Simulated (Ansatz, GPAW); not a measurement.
# B/Au(111) in an electric field, part 3 of 3

How does B/Au(111) screen a perpendicular field?

GPAW 26.7.0 and Ansatz 0.2.0; Ansatz plane waves; slab in vacuum with a dipole correction, relaxation (the session's first sound run).

So far. Step 9 (Field on): The dipole is now 0.0737 e Å, against -0.019 in the run without a field.

## (10) Field on

Level of this step: GPAW, PAW setups; slab in vacuum (GPAW).

run.py

```python
import json
import numpy as np
from ase import Atoms
from gpaw import GPAW, PW
from gpaw.external import ConstantElectricField

slab = Atoms(
    ['Au', 'Au', 'Au', 'Au', 'B'],
    positions=[
        [-0.00000, -0.00000, 8.00000],
        [1.44250, 0.83283, 10.35559],
        [2.88500, 1.66565, 12.82082],
        [-0.00000, -0.00000, 15.38063],
        [1.44250, 0.83283, 16.77636]],
    cell=[[2.885, 0.0, 0.0], [1.4425, 2.49848, 0.0], [0.0, 0.0, 24.50399]],
    pbc=[True, True, False])

slab.calc = GPAW(mode=PW(500), xc='PBE', kpts={'size': (13, 13, 1), 'gamma': True},
                 occupations={'name': 'fermi-dirac', 'width': 0.1}, nbands='140%',
                 convergence={'density': 1e-05}, maxiter=200,
                 poissonsolver={'dipolelayer': 'xy'},
                 external=ConstantElectricField(0.3, [0, 0, 1]),
                 symmetry={'tolerance': 1e-3}, txt='slab.txt')
result = {}
energy = slab.get_potential_energy()
fermi = slab.calc.get_fermi_level()
v = slab.calc.get_electrostatic_potential().mean((0, 1)) - fermi
n = slab.calc.get_pseudo_density().mean((0, 1))
L = slab.cell[2, 2]
z = np.arange(len(v)) * L / len(v)
low, high = slab.positions[:, 2].min(), slab.positions[:, 2].max()
below, above = np.interp([low - 5.8, high + 5.8], z, v)
slopes = [np.interp(x, z, np.gradient(v, z)) for x in (low - 5.8, high + 5.8)]
eps = np.array([[slab.calc.get_eigenvalues(k, s) for k in range(len(slab.calc.get_ibz_k_points()))]
                for s in range(slab.calc.get_number_of_spins())]) - fermi
top, bottom = eps[eps < 0].max(), eps[eps > 0].min()
dipole = slab.get_dipole_moment()[2]
print(f'energy {energy:.4f} eV, Fermi level {fermi:.4f} eV, dipole {dipole:.5f} e A')
print(f'potential 5.8 A off the faces, from the Fermi level: lower {below:.4f} eV, upper {above:.4f} eV')
print(f'slope of the potential there: lower {slopes[0]:.5f}, upper {slopes[1]:.5f} eV/A')
print(f'nearest levels on the mesh: {top:.4f} and {bottom:.4f} eV')
print('magnetic moment', round(slab.get_magnetic_moment(), 3))
result.update(energy=energy, fermi=fermi, dipole=dipole, below=below, above=above, slopes=slopes, edges=[top, bottom],
              z=z.tolist(), v=v.tolist(), n=n.tolist(), positions=slab.positions.tolist(),
              forces=slab.get_forces(apply_constraint=False).tolist(), moments=slab.get_magnetic_moments().tolist())
json.dump(result, open('result.json', 'w'))
```

Launch:

```sh
> OMP_NUM_THREADS=1 OPENBLAS_NUM_THREADS=2 python run.py
```

Log:

```text
energy -15.6987 eV, Fermi level 1.2482 eV, dipole 0.12002 e A
potential 5.8 A off the faces, from the Fermi level: lower 6.9292 eV, upper 3.9162 eV
slope of the potential there: lower 0.00004, upper -0.00002 eV/A
nearest levels on the mesh: -0.0287 and 0.1175 eV
magnetic moment 0.0
```

Run time: 5.9 min. Hardware: 2 threads of Arm Neoverse V2, shared host; peak memory 0.53 GiB.

The electrostatic potential energy of an electron (without an applied field's), less the Fermi level, planar mean oscillates, so the rows of the table below give means over windows of 2.44 Å about each position, cut where the curve ends. Its maxima inside the range that stand out by 2 % of the span (Å: eV): 2.5: 6.93, 9.2: 1.39, 11.6: 1.26, 14.1: 0.527, 16.3: -8.20. Its minima: 8.0: -21.9, 10.3: -22.9, 12.8: -23.7, 15.4: -26.1, 16.8: -13.2.

Electrostatic potential energy of an electron (without an applied field's), less the Fermi level, planar mean against z; means over each step:

z (Å), electrostatic potential energy of an electron (without an applied field's), less the Fermi level, planar mean (eV) and a bar from the least value:
```
     1.22        6.8 ##############################
     3.66        6.9 ##############################
     6.10        5.4 ############################
     8.54       -8.5 #########
    10.98       -8.9 ########
    13.42       -9.6 #######
    15.86      -14.9 
    18.30        2.1 #######################
    20.74        3.9 ##########################
    23.18        4.0 ##########################
```

The dipole is now 0.120 e Å, against -0.019 in the run without a field.

## (11) The series

The members are put on one axis.

This step: induced dipole against applied field (GPAW 26.7.0).

Table of dipole along the normal by field:

```
field (V/Å)  dipole along the normal (e·Å)
      0.000                        -0.0191
     -0.200                         -0.112
     -0.100                        -0.0653
     -0.050                        -0.0422
      0.050                        0.00416
      0.100                         0.0274
      0.200                         0.0737
      0.300                          0.120
```

## (12) A changed run

One more run, with changed settings.

This step: GPAW, PAW setups; slab in vacuum (GPAW 26.7.0).

run.py, as its differences from that of step 10:

```diff
@@ -4,3 +4,2 @@
 from gpaw import GPAW, PW
-from gpaw.external import ConstantElectricField
 
@@ -17,7 +16,6 @@
 
-slab.calc = GPAW(mode=PW(500), xc='PBE', kpts={'size': (13, 13, 1), 'gamma': True},
+slab.calc = GPAW(mode=PW(500), xc='PBE', kpts={'size': (1, 1, 1), 'gamma': True},
                  occupations={'name': 'fermi-dirac', 'width': 0.1}, nbands='140%',
-                 convergence={'density': 1e-05}, maxiter=200,
+                 convergence={'density': 1e-05}, maxiter=50,
                  poissonsolver={'dipolelayer': 'xy'},
-                 external=ConstantElectricField(0.3, [0, 0, 1]),
                  symmetry={'tolerance': 1e-3}, txt='slab.txt')
```

Log:

```text
energy -39.9737 eV, Fermi level -0.4368 eV, dipole -0.03235 e A
potential 5.8 A off the faces, from the Fermi level: lower 6.5168 eV, upper 7.3268 eV
slope of the potential there: lower 0.00000, upper 0.00002 eV/A
nearest levels on the mesh: -0.0169 and 0.0266 eV
magnetic moment 0.0
```

The job ended after 13 s (2 threads; peak memory 0.17 GiB).

The run finished. A setting was moved off its sound value on purpose, so it serves as a test and not as the result.

The fault put into the input: one k-point (kpts = [1, 1]).

Side by side:

```
                     quantity   this run  sound run  difference
dipole along the normal (e·Å)  -0.032346  -0.019086     -0.0133
     upper work function (eV)     7.3268     5.6686        1.66
     lower work function (eV)     6.5168     5.1914        1.33
```

The two runs differ clearly in the upper work function: 7.33 eV against 5.67 eV.

## (13) Outcome

| Property | Result |
| --- | --- |
| work function, upper and lower face | 5.669 and 5.191 eV |
| dipole along the normal | -0.0191 e Å |
| induced dipole per field | 0.463 e Å per V/Å |
| out-of-plane polarisability per area, α/(ε0 A) | 11.6 Å |

In words: The field induces 0.463 e Å per V/Å, a polarisable thickness α/(ε0 A) of 11.6 Å beside 8.78 Å between the outermost nuclei. A perfect conductor would give the distance between its two image planes; a dielectric of thickness t gives t(1 - 1/ε). The two faces differ by 0.48 eV, the step that the slab's dipole makes (e p/(ε0 A) gives 0.48 eV), so the dipole layer is needed. The induced dipole is linear in the field over this range. The cell of 7.21 Å² holds one B, started on one chosen site; other sites and coverages weren't tried. The in-plane lattice was kept as typed, which isn't the functional's own and leaves some strain; spin-orbit coupling and temperature are left out.

[Logs are printed without paths, hosts, clocks, repeated set-up lines and the standing remarks that a program may print on its own settings, such as how far it seeks lower states.]

[Hosts, paths, dates, database ids (printed as entryN), source tags and the programs' standing remarks are cut or masked in the printed files.]
